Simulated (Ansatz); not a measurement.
**Ag: equation of state with PBE**

Ag:

```
Ag
1.0
     0.00000    2.04275    2.04275
     2.04275    0.00000    2.04275
     2.04275    2.04275    0.00000
Ag
1
Direct
  0.00000 0.00000 0.00000
```

```
Program             : Ansatz 0.2.0
Task                : equation of state
Functional          : PBE
Potentials or basis : Ansatz PAW
Cutoff              : 420 eV
Density cutoff      : 1680 eV
k mesh              : 11 × 11 × 11
Occupations         : fermi-dirac, width 0.05 eV
Spin                : no spin polarisation
```

- Equilibrium volume: 17.80 Å³/atom
- Bulk modulus: 90 GPa
- Pressure derivative of the bulk modulus: 6.2

Energy against volume, from the lowest point:
```
volume (Å³/atom)  energy (meV/atom)
          16.025              63.54
          16.366              39.41
          16.707              21.75
          17.048               9.77
          17.389               2.72
          17.730               0.00
          18.071               1.04
```

All runs of the series together: 4 s on 2 threads of Arm Neoverse V1, with other jobs on the host.

PBE usually gives volumes a little too large and moduli too small. Zero-point motion and thermal expansion aren't in these numbers.
